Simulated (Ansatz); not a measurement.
# BaTe: rattling a relaxed structure

It was reached by relaxing an invented guess, and it needn't be the stable form of this composition.

All numbers below come from DFT PBE, scalar-relativistic, plane waves, PAW (Ansatz). Plane waves to 420 eV, a k mesh through Γ of 6×6×2 on the computed 8-atom cell and Gaussian smearing (0.02 eV); no spin polarisation.

The cell below (8 atoms, space group P6_3/mmc (No. 194)) is relaxed within its symmetry.

```yaml
crystal:
  lattice:
    - [4.94162, 0.00000, 0.00000]
    - [-2.47081, 4.27957, 0.00000]
    - [0.00000, 0.00000, 16.80183]
  atoms:
    - { symbol: Ba, position: [0.66667, 0.33333, 0.87714] }
    - { symbol: Ba, position: [0.33333, 0.66667, 0.12286] }
    - { symbol: Ba, position: [0.33333, 0.66667, 0.37714] }
    - { symbol: Ba, position: [0.66667, 0.33333, 0.62286] }
    - { symbol: Te, position: [0.00000, 0.00000, 0.00000] }
    - { symbol: Te, position: [0.00000, 0.00000, 0.50000] }
    - { symbol: Te, position: [0.66667, 0.33333, 0.25000] }
    - { symbol: Te, position: [0.33333, 0.66667, 0.75000] }
```

For the test it was strained at random (σ = 1.5 % a component), the atoms were moved at random (σ = 0.15 Å), and all was relaxed again on a coarse 3×3×1 mesh (in the run’s order of axes) with 0.10 eV smearing, with no symmetry imposed.

These runs have no spin–orbit coupling, which can matter for Te.

Question: What happens?

Answer: It returns, within 1 meV/atom of the unmoved cell on that mesh and with the same symmetry when read at 0.1 Å (P2_1 at 0.01 Å, so small strains and shifts remain). No instability shows in this cell; modes of other wave vectors, which need another repeat, aren't tested.
